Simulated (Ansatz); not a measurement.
Compressing Ni$_{2}$Ge: a fit and a missing row

Ni$_{2}$Ge, P6_3/mmc, a = 3.972 Å, c = 5.014 Å. The structure is a Materials Project entry; whether it is the stable form wasn't checked. Ansatz: PBEsol, PAW, 420 eV, Γ-centred 12×12×8 mesh on 6 atoms, Gaussian smearing 0.10 eV; no spin polarisation. Shape and atoms are relaxed at each volume; pressure is positive in compression.

```tsv
V (Å³/atom)	P (GPa)
10.048	?
10.390	23.78
10.733	14.43
11.075	6.59
11.418	0.01
11.760	-5.50
12.103	-10.12
12.559	-15.09
```

**Question.** Take V0 = 11.418 Å³/atom, count pressures from its P0 = 0.01 GPa, fit the third-order Birch–Murnaghan form to the other rows, and predict the missing pressure.

**Answer.** With the Eulerian strain f = ½[(V0/V)^(2/3) − 1] and y = (P − P0)/[3f(1 + 2f)^(5/2)], the form is the line y = B0 + 1.5 B0 (B0′ − 4) f. Rows (f, y): 0.03246, 208.6; 0.02105, 206.0; 0.01027, 203.0; -0.00974, 198.1; -0.01905, 195.3; -0.03076, 191.8. Means f = 0.0007050, y = 200.47; Σ(Δf)² = 0.003003, ΣΔfΔy = 0.7946; the slope is their ratio. y = 200.3 + 264.6 f GPa, so B0 = 200.3 GPa and B0′ = 4 + 2 × (264.6)/(3 × 200.3) = 4.88. At V = 10.048, f = 0.04447, y = 212.07 and P = 35.02 GPa. The run gave 34.93 GPa, so the fit is 0.09 GPa too high, a small miss on the scale of the series.